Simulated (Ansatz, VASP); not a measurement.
## One calculation of In3Se, two programs

Contents of INCAR:

```
SYSTEM = In3Se
ALGO = Normal ; EDIFF = 1E-6
ENCUT = 520 ; GGA = PE
ISIF = 2 ; ISMEAR = 0
LASPH = .True. ; LCHARG = .False.
LREAL = .False. ; LWAVE = .False.
NBANDS = 30 ; NELM = 60
PREC = Accurate ; SIGMA = 0.1
```

Contents of KPOINTS:

```
k-points
0
Gamma
  10 10 10
  0 0 0
```

Contents of POSCAR:

```
In3Se
1.0
    4.8037580000      0.0000000000      0.0000000000
    0.0000000000      4.8037580000      0.0000000000
    0.0000000000      0.0000000000      4.8037580000
In Se
3 1
Direct
    0.0000000000      0.5000000000      0.5000000000
    0.5000000000      0.0000000000      0.5000000000
    0.5000000000      0.5000000000      0.0000000000
    0.0000000000      0.0000000000      0.0000000000
```

Input for Ansatz:

```yaml
crystal:
  lattice:
    - [4.803758, 0.0, 0.0]
    - [0.0, 4.803758, 0.0]
    - [0.0, 0.0, 4.803758]
  atoms:
    - { symbol: In, position: [0.0, 0.5, 0.5] }
    - { symbol: In, position: [0.5, 0.0, 0.5] }
    - { symbol: In, position: [0.5, 0.5, 0.0] }
    - { symbol: Se, position: [0.0, 0.0, 0.0] }
basis:
  ecutwfc: 420
kpoints:
  mp_grid: { grid: [10, 10, 10] }
hamiltonian:
  xc: pbe
scf:
  occupations: { method: gaussian, width: 0.1 }
output:
  forces: true
  stress: true
  eigenvalues: true
  populations: true
  write_density: true
  write_potential: true
  elf: true
  volumetric_format: npy
```

The cell comes from a database or a generator and needn't be the stable form of this composition.

Alike in both runs: task single point; functional PBE; k mesh 10 × 10 × 10; occupations gaussian, width 0.1 eV; no spin polarisation.

```csv
,VASP,Ansatz
version,VASP 6.6.1,Ansatz 0.2.0
potentials or method,"VASP PAW PBE potentials, release 64 (In_d, Se)","scalar-relativistic, plane waves, PAW"
plane-wave cutoff (eV),520,420
valence electrons in the cell,45,55
```

```csv
,VASP,Ansatz,Ansatz less VASP
gap on the k mesh at the Fermi level (eV),none,none,-
pressure (GPa),-0.3,-0.3,+0.02
```

A gap of «none» marks a metal or a gap that the smearing closes. The functional is the same, so the differences come from potentials, cutoffs and numerics. The two sets of potentials don't hold the same shells in valence.
